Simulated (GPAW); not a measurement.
Set up this calculation in GPAW 26.7.0, as an ASE script.

* Task: equation of state
* Functional: LDA
* Potentials or basis: the program's PAW data sets (release 1.2.1) made for this functional
* Cutoff: 800 eV
* Basis: pw
* k mesh: 9 × 9 × 9
* Occupations: fermi-dirac, width 0.05 eV
* Spin: no spin polarisation
* Maxiter: 150
* Eos scales: [0.94, 0.96, 0.98, 1.0, 1.02, 1.04, 1.06]

YN:

```
Y N
1.0
     0.00000    2.43850    2.43850
     2.43850    0.00000    2.43850
     2.43850    2.43850    0.00000
Y N
1 1
Direct
  0.00000 0.00000 0.00000
  0.50000 0.50000 0.50000
```

The input as run:

run.py

```python
from ase import Atoms
from ase.eos import EquationOfState
from ase.io import Trajectory
from ase.units import GPa
from gpaw import GPAW, PW

atoms = Atoms(['Y', 'N'],
              cell=[[0.0, 2.4385, 2.4385],
                    [2.4385, 0.0, 2.4385],
                    [2.4385, 2.4385, 0.0]],
              scaled_positions=[[0.0, 0.0, 0.0],
                                [0.5, 0.5, 0.5]],
              pbc=True)

traj = Trajectory('eos.traj', 'w')
volumes, energies = [], []
for x in [0.94, 0.96, 0.98, 1.0, 1.02, 1.04, 1.06]:
    a = atoms.copy()
    a.set_cell(atoms.cell * x**(1 / 3), scale_atoms=True)
    calc = GPAW(mode=PW(800),
                xc='LDA',
                kpts={'size': (9, 9, 9), 'gamma': True},
                occupations={'name': 'fermi-dirac', 'width': 0.05},
                nbands=18,
                convergence={'density': 1e-05, 'energy': 1e-05},
                maxiter=150,
                txt=f'eos-{x:.2f}.txt')
    a.calc = calc
    energies.append(a.get_potential_energy(force_consistent=True))
    volumes.append(a.get_volume())
    p = -a.get_stress()[:3].mean() / GPa
    calc.write(f'eos-{x:.2f}.gpw')
    traj.write(a)
    print(f'{x:.2f} {volumes[-1]:10.4f} A^3 {energies[-1]:14.6f} eV {p:9.3f} GPa', flush=True)

v0, e0, B = EquationOfState(volumes, energies, eos='birchmurnaghan').fit()
print(f'V0 = {v0:.4f} A^3, E0 = {e0:.6f} eV, B0 = {B / GPa:.2f} GPa')
```

Potentials or basis: the program's PAW data sets (release 1.2.1) made for this functional, pw.

The run is started by

```bash
$ OMP_NUM_THREADS=1 python run.py
```

Results of the run:

```
Equilibrium volume                      : 13.92 Å³/atom
Bulk modulus                            : 182 GPa
Pressure derivative of the bulk modulus : 4.1
```

Wall time 2.1 min on 1 thread of Arm Neoverse V2 (shared host), peak memory 0.23 GiB.
